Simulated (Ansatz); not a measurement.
# AlGa3N4: further runs on the relaxed cell

The task here is to estimate one member of a computed series from the others.

Computed with Ansatz 0.2.0 (DFT r2SCAN, scalar-relativistic, plane waves, PAW, unless a step's input says otherwise).

1 further run of the same task is left out (set aside as unsound or not needed).

### The structure to begin with

It takes space group Pm (No. 6, monoclinic). The conventional cell has a = 5.139 Å, b = 3.163 Å, c = 5.477 Å, α = 90.00°, β = 90.04°, γ = 90.00°. Around Al (site symmetry m) lie 4 N at 1.89 to 1.90 Å. Ga (site symmetry m) has 4 N at 1.94 to 1.95 Å as nearest neighbours. Ga (site symmetry m) is surrounded by 4 N at 1.94 to 1.96 Å. Ga (site symmetry m) is surrounded by 4 N at 1.95 to 1.96 Å. N (site symmetry m) has 1 Al at 1.89 Å and 3 Ga at 1.95 Å as nearest neighbours. Around N (site symmetry m) lie 2 Al at 1.90 Å and 2 Ga at 1.96 Å. N (site symmetry m) has 4 Ga at 1.94 to 1.95 Å as nearest neighbours. N (site symmetry m) has 1 Al at 1.90 Å and 3 Ga at 1.94 Å as nearest neighbours.

Coordinates:

```
Al Ga N
1.0
     5.13892    0.00000    0.00002
     0.00000    3.16341    0.00000
    -0.00369    0.00000    5.47699
Al Ga N
1 3 4
Direct
  0.00058 0.50000 0.66730
  0.49917 0.50000 0.33506
  0.49925 0.00000 0.83146
  0.99986 0.00000 0.16619
  0.11941 0.50000 0.34060
  0.11733 0.00000 0.82593
  0.62024 0.00000 0.16619
  0.63175 0.50000 0.66727
```

It goes back to an entry of the Materials Project, which need not be the stable form.

It is the result of an earlier relaxation at this level (volume 11.13 Å³/atom; gap on the mesh: 2.89 eV).

The first run:

input.yaml

```yaml
crystal:
  lattice:
    - [5.0870083687, 0.0, 1.70135e-05]
    - [0.0, 3.1314584419, 0.0]
    - [-0.0036570606, 0.0, 5.4216676182]
  atoms:
    - { symbol: Al, position: [0.0005828856, 0.5, 0.6672982355] }
    - { symbol: Ga, position: [0.4991712867, 0.5, 0.335060699] }
    - { symbol: Ga, position: [0.4992511921, 0.0, 0.8314570702] }
    - { symbol: Ga, position: [0.9998609978, 0.0, 0.166191385] }
    - { symbol: "N", position: [0.1194130437, 0.5, 0.3406010341] }
    - { symbol: "N", position: [0.117331043, 0.0, 0.8259310374] }
    - { symbol: "N", position: [0.6202395493, 0.0, 0.1661937142] }
    - { symbol: "N", position: [0.6317500118, 0.5, 0.6672678245] }
basis:
  ecutwfc: 500
kpoints:
  mp_grid: { grid: [6, 8, 4] }
hamiltonian:
  xc: r2scan
scf:
  occupations: { method: gaussian, width: 0.02 }
output:
  forces: true
  stress: true
  eigenvalues: true
relax:
  adjacent_minimum: "off"
  f_tol: 0.01
  max_steps: 30
  cell: { stress_tol: 0.1, fix: [volume] }
```

Command:

```bash
$ ansatz run input.yaml --threads 2 --pin off --max-ram 5120MiB --backend cpu --events-out ev --progress --plain --runs-dir out
```

Among the steps run: Point at V/V0 = 0.97; The cell scaled to 1.03 of its volume; Point at V/V0 = 0.94; The cell scaled to 1.06 of its volume; Volume × 0.91; Point at V/V0 = 1.10; The cell scaled to 0.88 of its volume.

One of the session's tables, all rows but one given; the rest of the session is left out.

It belongs to the step «Energy against volume». 

```
volume (Å³/atom)  energy above the lowest point (meV/atom)  pressure (GPa)  gap on the mesh (eV)
           9.794                                     124.9           33.44                  3.82
          10.128                                      66.4           23.02                  3.58
          10.462                                      27.9           14.12                  3.34
          10.796                                       6.6            6.51                  3.11
          11.130                                       0.0            0.00                  2.89
          11.464                                         ?               ?                     ?
          11.797                                      22.7          -10.34                  2.46
          12.243                                      59.0          -15.63                  2.20
```

**Question.** Estimate the row for volume (Å³/atom) = 11.464.

Worked estimate for «energy above the lowest point (meV/atom)». A straight line through the neighbours (11.130, 0.0) and (11.797, 22.7) gives 0.0 + (22.7 − 0.0) × (11.464 − 11.130) / (11.797 − 11.130) = 11.4; a parabola fitted to 4 rows on both sides gives 6.2.

**Answer.** energy above the lowest point (meV/atom): 6.0; pressure (GPa): -5.58; gap on the mesh (eV): 2.67. In «energy above the lowest point (meV/atom)» the line misses by +5.4 and the parabola by +0.2.
